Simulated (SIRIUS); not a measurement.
Runs of SIRIUS 7.12.0 on AlNi. It takes space group Pm-3m (No. 221, cubic). The conventional cell has a = 2.881 Å, b = 2.881 Å, c = 2.881 Å, α = 90.00°, β = 90.00°, γ = 90.00°. Ni (site symmetry m-3m) is surrounded by 8 Al at 2.50 Å. Around Al (site symmetry m-3m) lie 8 Ni at 2.50 Å. 

```tsv
task	level	potentials or basis	k mesh	energy tol	density tol	mixer	mixing beta	max scf	mesh quality	gap on the mesh (eV)	pressure (GPa)	moment (μB)
single point	HCTH407	PseudoDojo 0.4.1 PBE standard (scalar relativistic)	5 × 5 × 5	1e-08 Ha	1e-06	anderson	0.5	100	coarse	none	-4.2	(a)
single point	revPBE	PseudoDojo 0.4.1 PBE standard (scalar relativistic)	5 × 5 × 5	1e-08 Ha	1e-06	anderson	0.5	100	coarse	none	4.5	0.18
single point	B86bPBE	PseudoDojo 0.4.1 PBE standard (scalar relativistic)	5 × 5 × 5	1e-08 Ha	1e-06	anderson	0.5	100	coarse	none	3.5	-
single point	RPBE	PseudoDojo 0.4.1 PBE standard (scalar relativistic)	5 × 5 × 5	1e-08 Ha	1e-06	anderson	0.5	100	coarse	none	(b)	0.20
```

Alike in all rows: spin collinear, ferromagnetic start; cell as given; cutoff (eV) 1333; smearing fermi-dirac 0.05 eV.

Question: Estimate the missing entries.

Answer: (a) 0.30; (b) 5.3.

Caveats: all runs use coarse meshes; the potentials were made for another functional, which shifts forces and pressure; a moment of about a tenth of a μB was left, which can be a remnant of the start and isn't listed (some runs).

A gap of «none» marks a metal or a gap under the smearing width.

Runs at the PBE level aren't shown here.
